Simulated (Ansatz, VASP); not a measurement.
# AlRu in two plane-wave programs, part 2 of 2

One calculation is typed for both programs; each brings its own data sets. How far apart do they land? The structure shown is the end of the Ansatz relaxation below.

VASP 6.6.1 and Ansatz 0.2.0.

So far: The structure; Ansatz: relaxation, PBEsol; VASP: single point, PBEsol, pair 1; Differences; VASP: single point, PBEsol, pair 2.

## Step 6: VASP: single point, PBEsol, pair 2 (continued)

Level of this step: PBEsol; plane waves and PAW (Ru_pv, Al) (VASP).

Numbers of over 12 decimals in the logs are rounded to 6 here.

OUTCAR, selected parts (step 6):

```text
  Total        1.1874170      1.1874170      0.0259510      0.0000000      0.0000000      0.0000000
  in kB       73.6575262     73.6575262      1.6097874      0.0000000      0.0000000      0.0000000
  external PRESSURE =      49.6416132 kB  Pullay stress =       0.0000000 kB

 POSITION                                       TOTAL-FORCE (eV/Angst)
 -----------------------------------------------------------------------------------
      1.45810      1.45810      1.51856         0.000000      0.000000      0.000000
      0.00000      0.00000      0.00000         0.000000      0.000000      0.000000
 -----------------------------------------------------------------------------------
    total drift:                                0.000000     -0.000000     -0.000000

  FREE ENERGIE OF THE ION-ELECTRON SYSTEM (eV)
  ---------------------------------------------------
  free  energy   TOTEN  =       -15.5029224258 eV

  energy  without entropy=      -15.4908015172  energy(sigma->0) =      -15.49686197

[... 1 part as in an earlier step ...]

[... 2 further parts left out ...]
[key lines of the parts left out:]
E-fermi :  11.1144
```

The run ends at a pressure of 4.96 GPa.

## Step 7: Comparison

What differs besides the data sets and the points named for the pairs above, as far as they apply: the data sets hold 19 valence electrons in Ansatz (on its PAW soft_1 files) and 17 in VASP. Total energies have different zeros and are not compared.

Compared:

```
      quantity  Ansatz  VASP  difference
pressure (GPa)    4.78  4.96       -0.18
```

## Step 8: Ansatz: relaxation, PBEsol

This run makes the geometry at which the two programs are then compared. The cell compared in this pair holds 26.09 Å³, against 25.83 Å³ for the pair before.

The structure compared here is the end of the Ansatz relaxation.

File input.yaml:

```yaml
crystal:
  lattice:
    - [2.94595983, 0.0, 0.0]
    - [0.0, 2.94595983, 0.0]
    - [0.0, 0.0, 2.993571302]
  atoms:
    - { symbol: Ru, position: [0.5, 0.5, 0.5] }
    - { symbol: Al, position: [0.0, 0.0, 0.0] }
kpoints:
  mp_grid: { grid: [15, 15, 14] }
scf:
  occupations: { method: fermi_dirac, width: 0.05 }
hamiltonian:
  xc: pbesol
  pseudopotentials: { kind: paw, azcp: { folder: soft_1 }, xc_functional: pbe }
basis:
  ecutwfc: 600
output:
  forces: true
  stress: true
relax:
  f_tol: 0.005
  max_steps: 70
  cell: { stress_tol: 0.02, p_target: 0, fix: [a, b, alpha, beta, gamma] }
```

The run is started by

```sh
> ansatz run input.yaml --threads 4 --pin off --max-ram 10240MiB --backend cpu --events-out ev --progress --plain --runs-dir out
```

Output:

```text
[...]
Crystal: 2 atoms, lattice volume = 25.980 Å³
Basis set: ecut = 600 eV, 863 PW (Γ), exchange–correlation on 48×48×48 points (8 copies of the dense FFT grid, shifted against one another)
Bands: 14, of which v1, the nominal top of the filled ones, is band 10 counted from 1 (9 counted from 0)
Symmetry: 16 space group operations
[...]
k-points: 288 of 3150
[...]
3.419620       0.000000       0.000000
        0.000000       3.419620       0.000000
        0.000000       0.000000      -0.003365
  P = ⅓ Tr σ = 2.2786 GPa (22.786 kbar)
--- Relaxed structure (3 steps of the walk, 3 accepted, 1 SCFs on fresh bases) ---
[...]
cell:  # Å, volume = 26.0910 Å³
    - [2.94595983, 0.0, 0.0]
    - [0.0, 2.94595983, 0.0]
    - [0.0, 0.0, 3.006335]
  atoms:
    - { symbol: Ru, position: [0.5, 0.5, 0.500000] }
    - { symbol: Al, position: [0, 0, 0.0] }
[key lines of the parts left out:]
SCF converged after 8 iterations
Free energy (F): -6342.355897 eV
Fermi energy:    16.387978 eV
```

## Step 9: VASP: single point, PBEsol, pair 3

The same cell, functional, mesh and smearing now go to VASP, with its own data sets.

File INCAR:

```
SYSTEM = AlRu
PREC = Accurate
ENCUT = 500
EDIFF = 1E-06
NELM = 120
ISMEAR = -1
SIGMA = 0.05
LREAL = .FALSE.
ALGO = Normal
GGA = PS
NBANDS = 14
LASPH = .TRUE.
LORBIT = 11
LWAVE = .FALSE.
LCHARG = .FALSE.
ISIF = 2
GGA_COMPAT = .FALSE.
KPAR = 2
```

File POSCAR:

```
AlRu
1.0
    2.9459598300      0.0000000000      0.0000000000
    0.0000000000      2.9459598300      0.0000000000
    0.0000000000      0.0000000000      3.0063350881
Ru Al
1 1
Direct
    0.5000000000      0.5000000000      0.5000000000
    0.0000000000      0.0000000000      0.0000000000
```

File KPOINTS:

```
Automatic mesh
0
Gamma
15 15 14
0 0 0
```

Potentials, in the order of the species: Ru_pv and Al (PBE family, release 64).

The run is started by

```sh
> mpirun -np 2 vasp_std
```

Output:

```text
[... set-up lines as in an earlier step ...]
 entering main loop
       N       E                     dE             d eps       ncg     rms          rms(c)
DAV:   1     0.112130128609E+03    0.11213E+03   -0.91722E+03  8308   0.110E+03
DAV:   2    -0.144336095659E+02   -0.12656E+03   -0.12075E+03  8904   0.315E+02
DAV:   3    -0.163063523797E+02   -0.18727E+01   -0.18614E+01  9894   0.407E+01
DAV:   4    -0.163214510596E+02   -0.15099E-01   -0.15096E-01 10050   0.370E+00
[...]
DAV:  10    -0.155207081554E+02    0.11249E-04   -0.37427E-05 10368   0.719E-02    0.154E-02
DAV:  11    -0.155207063622E+02    0.17932E-05   -0.48299E-06 10302   0.264E-02    0.684E-03
DAV:  12    -0.155207060485E+02    0.31373E-06   -0.12176E-07  7050   0.384E-03
   1 F= -.15520706E+02 E0= -.15514363E+02  d E =-.126864E-01
```

OUTCAR, selected parts (step 9):

```text
  Total        0.5839323      0.5839323      0.0258792      0.0000000     -0.0000000      0.0000000
  in kB       35.8576680     35.8576680      1.5891721      0.0000000     -0.0000000      0.0000000
  external PRESSURE =      24.4348360 kB  Pullay stress =       0.0000000 kB

 POSITION                                       TOTAL-FORCE (eV/Angst)
 -----------------------------------------------------------------------------------
      1.47298      1.47298      1.50317         0.000000      0.000000      0.000000
      0.00000      0.00000      0.00000         0.000000      0.000000      0.000000
 -----------------------------------------------------------------------------------
    total drift:                                0.000000     -0.000000     -0.000000

  FREE ENERGIE OF THE ION-ELECTRON SYSTEM (eV)
  ---------------------------------------------------
  free  energy   TOTEN  =       -15.5207060485 eV

  energy  without entropy=      -15.5080196526  energy(sigma->0) =      -15.51436285

[... 1 part as in an earlier step ...]

[... 2 further parts left out ...]
[key lines of the parts left out:]
E-fermi :  10.9680
```

The run ends at a pressure of 2.44 GPa.

## Step 10: Comparison

What differs besides the data sets and the points named for the pairs above, as far as they apply: the data sets hold 19 valence electrons in Ansatz (on its PAW soft_1 files) and 17 in VASP. Total energies have different zeros and are not compared.

The two programs side by side:

```
      quantity  Ansatz  VASP  difference
pressure (GPa)    2.28  2.44       -0.16
```

## Step 11: Outcome

| Quantity | Value |
| --- | --- |
| difference in pressure (single point, PBEsol, pair 1) | -0.20 GPa |
| difference in pressure (single point, PBEsol, pair 2) | -0.18 GPa |
| difference in pressure (single point, PBEsol, pair 3) | -0.16 GPa |

The difference in pressure is -0.20 GPa (single point, PBEsol, pair 1), within the 1 GPa picked in this series as the mark of a large difference. The data sets hold unlike numbers of valence electrons (19 in Ansatz and 17 in VASP), so part of the differences comes from the potentials. 3 further runs of this series are not shown here. How closely two codes agree says nothing of how well the functional describes the real material.

[Lines on the potential files, build, host, timing and source positions are cut from VASP's logs without a mark.]

[Logs are printed without paths, hosts, clocks, repeated set-up lines and the standing remarks that a program may print on its own settings, such as how far it seeks lower states.]

[Hosts, paths, dates, database ids (printed as entryN), source tags and the programs' standing remarks are cut or masked in the printed files.]
